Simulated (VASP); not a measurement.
# KI (Fm-3m) in VASP: single point with LDA

Aim: the single point of KI with LDA.

Everything below comes from runs of VASP 6.6.1. Logs are shortened: lines on timing, memory, paths and dates and some standing lists are left out, and cuts for length are marked.

**Measured values to compare with.**

A printed reference work, monograph reports, for a bulk crystal of KI: band gap 6.32 eV.

The results are compared with them further down.

**1. The cell of the first run**

Symmetry: Fm-3m, No. 225, cubic system. Conventional cell: a = 6.822 Å, b = 6.822 Å, c = 6.822 Å, α = 90.00°, β = 90.00°, γ = 90.00°. K (site symmetry m-3m) has 6 I at 3.41 Å within 4.5 Å. I (site symmetry m-3m) has 6 K at 3.41 Å within 4.5 Å.

**2. Single point, LDA**

INCAR reads:

```
PREC = Accurate
ENCUT = 520
EDIFF = 1E-7
ISMEAR = 0
SIGMA = 0.05
LREAL = F
LASPH = T
NELM = 80
ALGO = Normal
ISIF = 2
LWAVE = F
LCHARG = F
NBANDS = 15
```

KPOINTS reads:

```
Automatic mesh
0
Gamma
  6 6 6
```

POSCAR reads:

```
KI
1.0
    0.0000000000      3.4109309835      3.4109309835
    3.4109309835      0.0000000000      3.4109309835
    3.4109309835      3.4109309835      0.0000000000
K I
1 1
Direct
    0.0000000000      0.0000000000      0.0000000000
    0.5000000000      0.5000000000      0.5000000000
```

Potentials or basis: VASP PAW LDA potentials, release 64 (K_sv, I).

On the command line:

```sh
$ cat potpaw_LDA.64/K_sv/POTCAR potpaw_LDA.64/I/POTCAR > POTCAR
$ mpirun -np 1 vasp_std > vasp.out
```

OUTCAR:

```text
PREC = Accurate
   ENCUT = 520
   EDIFF = 1E-7
   ISMEAR = 0
   LREAL = F
   LASPH = T
   NELM = 80
   ISIF = 2

 ion  position               nearest neighbor table
   1  0.000  0.000  0.000-   2 3.41   2 3.41   2 3.41   2 3.41   2 3.41   2 3.41
   2  0.500  0.500  0.500-   1 3.41   1 3.41   1 3.41   1 3.41   1 3.41   1 3.41

  LATTYP: Found a face centered cubic cell.
 ALAT       =     6.8218619670

  Lattice vectors:

 A1 = (   0.0000000000,   3.4109309835,   3.4109309835)
 A2 = (   3.4109309835,   0.0000000000,   3.4109309835)
 A3 = (   3.4109309835,   3.4109309835,   0.0000000000)

Analysis of symmetry for initial positions (statically):
=====================================================================
 Subroutine PRICEL returns:
 Original cell was already a primitive cell.

 Routine SETGRP: Setting up the symmetry group for a
 face centered cubic supercell.

 Subroutine GETGRP returns: Found 48 space group operations
 (whereof 48 operations were pure point group operations)
 out of a pool of 48 trial point group operations.

The static configuration has the point symmetry O_h .

Analysis of symmetry for dynamics (positions and initial velocities):
=====================================================================
 Subroutine PRICEL returns:
 Original cell was already a primitive cell.

 Routine SETGRP: Setting up the symmetry group for a
 face centered cubic supercell.

 Subroutine GETGRP returns: Found 48 space group operations
 (whereof 48 operations were pure point group operations)
 out of a pool of 48 trial point group operations.

The dynamic configuration has the point symmetry O_h .

 Subroutine INISYM returns: Found 48 space group operations
 (whereof 48 operations are pure point group operations),
 and found     1 'primitive' translations

----------------------------------------------------------------------------------------

                                     Primitive cell

  volume of cell :      79.3686

  direct lattice vectors                    reciprocal lattice vectors
     0.000000000  3.410930984  3.410930984    -0.146587545  0.146587545  0.146587545
     3.410930984  0.000000000  3.410930984     0.146587545 -0.146587545  0.146587545
     3.410930984  3.410930984  0.000000000     0.146587545  0.146587545 -0.146587545

  length of vectors
     4.823784857  4.823784857  4.823784857     0.253897076  0.253897076  0.253897076

  position of ions in fractional coordinates (direct lattice)
     0.000000000  0.000000000  0.000000000
     0.500000000  0.500000000  0.500000000

  ion indices of the primitive-cell ions
   primitive index   ion index
                 1           1
                 2           2

----------------------------------------------------------------------------------------

 KPOINTS: Automatic mesh

Automatic generation of k-mesh.
 Grid dimensions read from file:
 generate k-points for:    6    6    6

 Generating k-lattice:

  Cartesian coordinates                     Fractional coordinates (reciprocal lattice)
    -0.024431258  0.024431258  0.024431258     0.166666667  0.000000000  0.000000000
     0.024431258 -0.024431258  0.024431258     0.000000000  0.166666667  0.000000000
     0.024431258  0.024431258 -0.024431258     0.000000000  0.000000000  0.166666667

  Length of vectors
     0.042316179  0.042316179  0.042316179

  Shift w.r.t. Gamma in fractional coordinates (k-lattice)
     0.000000000  0.000000000  0.000000000

 Subroutine IBZKPT returns following result:
 ===========================================

 Found     16 irreducible k-points:

 Following reciprocal coordinates:
            Coordinates               Weight
  0.000000  0.000000  0.000000      1.000000
  0.166667  0.000000  0.000000      8.000000
  0.333333  0.000000  0.000000      8.000000
  0.500000  0.000000  0.000000      4.000000
  0.166667  0.166667  0.000000      6.000000
  0.333333  0.166667  0.000000     24.000000
[... 8 lines left out ...]
 -0.333333  0.333333  0.166667     24.000000
 -0.333333  0.500000  0.166667     12.000000
   k-points           NKPTS =     16   k-points in BZ     NKDIM =     16   number of bands    NBANDS=     15
   number of dos      NEDOS =    301   number of ions     NIONS =      2
   total plane-waves  NPLWV =  46656
   dimension x,y,z NGX =    36 NGY =   36 NGZ =   36
   dimension x,y,z NGXF=    72 NGYF=   72 NGZF=   72
   ions per type =               1   1
   NGX,Y,Z   is equivalent  to a cutoff of  12.41, 12.41, 12.41 a.u.
   NGXF,Y,Z  is equivalent  to a cutoff of  24.81, 24.81, 24.81 a.u.
 SYSTEM =  unknown system
   PREC   = accura    normal or accurate (medium, high low for compatibility)
   ISTART =      0    job   : 0-new  1-cont  2-samecut
   ICHARG =      2    charge: 1-file 2-atom 10-const
   ISPIN  =      1    spin polarized calculation?
   LNONCOLLINEAR =      F non collinear calculations
   LSORBIT =      F    spin-orbit coupling
   LASPH  =      T    aspherical Exc in radial PAW
   ENCUT  =  520.0 eV  38.22 Ry    6.18 a.u.   8.97  8.97  8.97*2*pi/ulx,y,z
   NELM   =     80;   NELMIN=  2; NELMDL= -5     # of ELM steps
   EDIFF  = 0.1E-06   stopping-criterion for ELM
   LREAL  =      F    real-space projection
   EDIFFG = 0.1E-05   stopping-criterion for IOM
   NSW    =      0    number of steps for IOM
   IBRION =     -1    ionic relax: 0-MD 1-quasi-New 2-CG
   NFREE  =      0    steps in history (QN), initial steepest desc. (CG)
   ISIF   =      2    stress and relaxation
   ISYM   =      2    0-nonsym 1-usesym 2-fastsym
   POTIM  = 0.5000    time-step for ionic-motion
   TEBEG  =    0.0;   TEEND  =   0.0 temperature during run
   PSTRESS=    0.0 pullay stress
   NELECT =      16.0000    total number of electrons
   NUPDOWN=      -1.0000    fix difference up-down
   EMIN   =  10.00;   EMAX   =-10.00  energy-range for DOS
   EFERMI =   0.00;   METHOD = LEGACY
   ISMEAR =     0;   SIGMA  =   0.05  broadening in eV -4-tet -1-fermi 0-gaus
   EFERMI_NEDOS =   21; number of points for ismear=-14 and -15
   IALGO  =     38    algorithm
   IMIX   =      4    mixing-type and parameters
     AMIX     =   0.40;   BMIX     =  1.00
     AMIX_MAG =   1.60;   BMIX_MAG =  1.00
  volume/ion in A,a.u.               =      39.68       267.80
  Fermi-wavevector in a.u.,A,eV,Ry     =   0.959913  1.813973 12.536858  0.921433
  Thomas-Fermi vector in A             =   2.089151
   LORBIT       =      0    0 simple, 1 ext, 2 COOP (PROOUT), +10 PAW based schemes
   GGA     = CA    functional components
   LHFCALC =     F    Hartree Fock is set to
   AEXX    =    0.0000 exact exchange contribution
   IVDW    =     0    specifies the selected vdW correction
   LEPSILON=     F    determine dielectric tensor
   LRPA    =     F    only Hartree local field effects (RPA)
 non-spin polarized calculation
 Gauss-broadening in eV      SIGMA  =   0.05
  energy-cutoff  :      520.00
  volume of cell :       79.37
 maximum number of plane-waves:      2158
   NGX = 17   NGY = 17   NGZ = 17

 number of electron      16.0000002 magnetization

 Free energy of the ion-electron system (eV)
  ---------------------------------------------------
  ext. energy  EPLUGINS =         0.00000000
  ---------------------------------------------------
  free energy    TOTEN  =        -6.16614167 eV

  energy without entropy =       -6.16614167  energy(sigma->0) =       -6.16614167

 E-fermi :   0.2205     XC(G=0):  -8.0404

 val. band max:       -0.0290193474   @ k =   0.0000   0.0000   0.0000
 cond. band min:       3.8447945065   @ k =   0.0000   0.0000   0.0000
 fundamental gap:      3.8738138539
 Fermi energy:         0.2205192585

 k-point     1 :       0.0000    0.0000    0.0000
  band No.  band energies     occupation
      1     -28.0112      2.00000
      2     -11.7531      2.00000
      3     -11.7531      2.00000
      4     -11.7531      2.00000
      5     -10.7760      2.00000
      6      -0.0290      2.00000
      7      -0.0290      2.00000
      8      -0.0290      2.00000
      9       3.8448      0.00000
     10       6.1871      0.00000
     11       6.1871      0.00000
     12       6.1871      0.00000
     13       7.0218      0.00000
     14       7.0218      0.00000
     15       9.5500      0.00000

 k-point     2 :       0.1667    0.0000    0.0000
  band No.  band energies     occupation
      1     -28.0101      2.00000
      2     -11.8509      2.00000
      3     -11.7539      2.00000
      4     -11.7539      2.00000
      5     -10.6337      2.00000
      6      -0.5682      2.00000
      7      -0.1542      2.00000
      8      -0.1542      2.00000
      9       4.5466      0.00000
     10       6.1398      0.00000
     11       6.5120      0.00000
     12       6.5120      0.00000
     13       7.4059      0.00000
     14       7.4059      0.00000
     15      10.5427      0.00000

 k-point     3 :       0.3333    0.0000    0.0000
  band No.  band energies     occupation
      1     -28.0080      2.00000
      2     -11.9987      2.00000
      3     -11.7555      2.00000
      4     -11.7555      2.00000
      5     -10.3928      2.00000
      6      -1.3588      2.00000
      7      -0.3810      2.00000
      8      -0.3810      2.00000
      9       5.1902      0.00000
     10       7.0221      0.00000
     11       7.3185      0.00000
     12       7.3185      0.00000
     13       8.3715      0.00000
     14       8.3715      0.00000
     15       9.8377      0.00000

 k-point     4 :       0.5000    0.0000    0.0000
  band No.  band energies     occupation
      1     -28.0069      2.00000
      2     -12.0590      2.00000
      3     -11.7563      2.00000
      4     -11.7563      2.00000
      5     -10.2838      2.00000
      6      -1.6824      2.00000
      7      -0.4848      2.00000
      8      -0.4848      2.00000
      9       5.3281      0.00000
     10       7.6893      0.00000
     11       8.1510      0.00000
     12       8.1510      0.00000
     13       8.6006      0.00000
     14       8.6006      0.00000
     15       9.6633      0.00000
[... 163 lines left out ...]
 k-point    14 :       0.5000    0.3333    0.1667
  band No.  band energies     occupation
      1     -28.0066      2.00000
      2     -11.9369      2.00000
      3     -11.7875      2.00000
      4     -11.7688      2.00000
      5     -10.4292      2.00000
      6      -1.2708      2.00000
      7      -0.6130      2.00000
      8      -0.5197      2.00000
      9       5.5538      0.00000
     10       6.3070      0.00000
     11       7.1847      0.00000
     12       8.3997      0.00000
     13       8.4439      0.00000
     14       8.7799      0.00000
     15      10.1715      0.00000

 k-point    15 :      -0.3333    0.3333    0.1667
  band No.  band energies     occupation
      1     -28.0059      2.00000
      2     -11.9333      2.00000
      3     -11.7955      2.00000
      4     -11.7792      2.00000
      5     -10.4074      2.00000
      6      -1.2364      2.00000
      7      -0.8258      2.00000
      8      -0.6003      2.00000
      9       6.0714      0.00000
     10       6.3850      0.00000
     11       7.0854      0.00000
     12       8.2701      0.00000
     13       8.8596      0.00000
     14       9.1723      0.00000
     15      10.0525      0.00000

 k-point    16 :      -0.3333    0.5000    0.1667
  band No.  band energies     occupation
      1     -28.0056      2.00000
      2     -11.8470      2.00000
      3     -11.8205      2.00000
      4     -11.7965      2.00000
      5     -10.4828      2.00000
      6      -1.0933      2.00000
      7      -0.7224      2.00000
      8      -0.7221      2.00000
      9       5.3151      0.00000
     10       6.3845      0.00000
     11       7.3166      0.00000
     12       8.4205      0.00000
     13       8.5569      0.00000
     14       9.6484      0.00000
     15      10.2259      0.00000

------------------------ aborting loop because EDIFF is reached ----------------------------------------

  FORCE on cell =-STRESS in cart. coord.  units (eV):
  Direction    XX          YY          ZZ          XY          YZ          ZX
  --------------------------------------------------------------------------------------
  -------------------------------------------------------------------------------------
  Total        0.0137634      0.0137634      0.0137634      0.0000000      0.0000000     -0.0000000
  in kB        0.2778356      0.2778356      0.2778356      0.0000000      0.0000000     -0.0000000
  external PRESSURE =       0.2778356 kB  Pullay stress =       0.0000000 kB

 VOLUME and BASIS-vectors are now :
 -----------------------------------------------------------------------------
  energy-cutoff  :      520.00
  volume of cell :       79.37
      direct lattice vectors                 reciprocal lattice vectors
     0.000000000  3.410930984  3.410930984    -0.146587545  0.146587545  0.146587545
     3.410930984  0.000000000  3.410930984     0.146587545 -0.146587545  0.146587545
     3.410930984  3.410930984  0.000000000     0.146587545  0.146587545 -0.146587545

 POSITION                                       TOTAL-FORCE (eV/Angst)
 -----------------------------------------------------------------------------------
      0.00000      0.00000      0.00000         0.000000      0.000000      0.000000
      3.41093      3.41093      3.41093        -0.000000     -0.000000     -0.000000
 -----------------------------------------------------------------------------------
    total drift:                                0.000000      0.000000      0.000000

  FREE ENERGIE OF THE ION-ELECTRON SYSTEM (eV)
  ---------------------------------------------------
  free  energy   TOTEN  =        -6.1661416674 eV

  energy  without entropy=       -6.1661416674  energy(sigma->0) =       -6.16614167
```

Run time: 23 s. Hardware: 1 thread of Intel Xeon 8259CL, shared host; peak memory 0.18 GiB.

What came out:

- Free energy: -6.1661 eV
- Pressure: 0.0 GPa
- Band gap on the k mesh: 3.87 eV

Caveat: spin-orbit coupling is left out, which moves the levels of the heavy elements.

**3. How close it comes**

Step 2. Against the measured gap of KI, 6.32 eV (a printed reference work, monograph), the calculated 3.87 eV is off by -2.45 eV. Spin-orbit coupling on I is left out. The value is that of LDA, without temperature or zero-point motion. Semilocal functionals fall short of measured gaps as a rule.
